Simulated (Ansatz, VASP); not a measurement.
# One calculation of Zn, two programs

File INCAR:

```
PREC = Accurate ; ENCUT = 600
EDIFF = 1E-6 ; ISMEAR = -1
SIGMA = 0.08 ; LREAL = False
LASPH = True ; NELM = 60
ALGO = Normal ; ISIF = 3
LWAVE = False ; LCHARG = False
GGA = PE ; IBRION = 2
NSW = 60 ; EDIFFG = -0.005
```

Contents of KPOINTS:

```
Automatic mesh
0
Gamma
  17 17 17
```

Contents of POSCAR:

```
Zn
1.0
    2.5389277720      0.0000000000      0.0000000000
    0.0000000000      2.5389277720      0.0000000000
    0.0000000000      0.0000000000      2.5389277720
Zn
1
Direct
    0.0000000000      0.0000000000      0.0000000000
```

Input for Ansatz:

```yaml
crystal:
  lattice:
    - [2.538927772, 0.0, 0.0]
    - [0.0, 2.538927772, 0.0]
    - [0.0, 0.0, 2.538927772]
  atoms:
    - { symbol: Zn, position: [0.0, 0.0, 0.0] }
kpoints:
  mp_grid: { grid: [17, 17, 17] }
scf:
  occupations: { method: fermi_dirac, width: 0.08 }
hamiltonian:
  xc: pbe
  pseudopotentials: { kind: paw }
output:
  forces: true
  stress: true
relax:
  f_tol: 0.005
  max_steps: 40
  cell: {}
```

Alike in both runs: task relaxation of cell and atoms; functional PBE; k mesh 17 × 17 × 17; occupations fermi-dirac, width 0.08 eV; no spin polarisation.

```csv
,VASP,Ansatz
version,VASP 6.6.1,Ansatz 0.2.0
potentials or method,"VASP PAW PBE potentials, release 64 (Zn)","PAW with Ansatz's default frozen-core files, scalar-relativistic"
plane-wave cutoff (eV),600,420
valence electrons in the cell,12,12
```

|  | VASP | Ansatz | Ansatz less VASP |
| --- | --- | --- | --- |
| relaxed volume (Å³/atom) | 18.27 | 18.18 | -0.088 |
| relaxed cell length with the largest relative difference (Å) | 2.634 | 2.629 | -0.0043 |
| energy change over the relaxation (meV/atom) | -36 | -34 | +2.3 |
